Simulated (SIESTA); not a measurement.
**Ta under changes of volume**

One of the cells (18.010 Å³/atom); the others are scaled copies at fixed shape and fractional positions:

```
Ta
1.0
    -1.65128    1.65128    1.65128
     1.65128   -1.65128    1.65128
     1.65128    1.65128   -1.65128
Ta
1
Direct
  0.00000 0.00000 0.00000
```

| Item | Value |
| --- | --- |
| Program | SIESTA 5.4.2 |
| Functional | PBEsol |
| Potentials or basis | PseudoDojo 0.4 standard (PBEsol files) |
| Basis | DZP (energy shift 0.003 Ry; two zetas on semicore shells) |
| Grid cutoff | 800 Ry |
| Energy shift | 0.003 Ry |
| k mesh | 11 × 11 × 11 |
| Occupations | fermi-dirac, width 0.05 eV |
| Spin | no spin polarisation |

```tsv
volume (Å³/atom)	energy over the lowest point (meV/atom)	pressure (GPa)
16.930	?	?
17.290	6.00	5.3
17.650	0.00	0.4
18.010	4.34	-3.9
18.371	17.92	-7.7
18.731	39.92	-11.3
19.091	69.13	-14.3
```

**Question.** What does the run at 16.930 Å³/atom give?

**Answer.** Energy over the lowest point 23.87 meV/atom; pressure 10.7 GPa.

Worked out: A Birch-Murnaghan fit of order 3 (a polynomial in V^(-2/3)) to the other rows has its minimum at 17.67 Å³/atom with B0 = V·E''(V) = 225 GPa and B' = 4.5. It gives 23.63 meV/atom at 16.930 Å³/atom, against the run's 23.87, and -dE/dV = 10.6 GPa, against 10.7.

Energies are extrapolated to zero smearing.

Caveats: short orbitals over semicore shells can move pressures by several GPa; the basis of atomic orbitals isn't converged, which shifts pressures, moduli and gaps.
